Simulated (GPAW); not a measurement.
Ba:

```
CELL_PARAMETERS angstrom
4.31161 0.00000 0.00000
-2.15581 3.73397 0.00000
0.00000 0.00000 3.91341
ATOMIC_POSITIONS crystal
Ba 0.00000 0.00000 0.00000
```

This isn't the form of Ba at room conditions, which is bcc.

Base run:

- Program: GPAW 26.7.0
- Functional: LDA
- Potentials or basis: the program's PAW data sets (release 1.2.1) made for this functional
- Cutoff: 600 eV
- Basis: pw
- k mesh: 7 × 7 × 7
- Occupations: gaussian, width 0.02 eV
- Spin: no spin polarisation

Its results: band gap on the k mesh none (metal or under the smearing width); pressure -1.4 GPa.

Task: The run is repeated on the same cell with these changes: functional from LDA to PBEsol; potentials or basis from the program's PAW data sets (release 1.2.1) made for this functional to PAW data sets generated in the run's folder for this functional. What comes out?

Result: Band gap on the k mesh none (metal or under the smearing width); pressure -0.8 GPa.
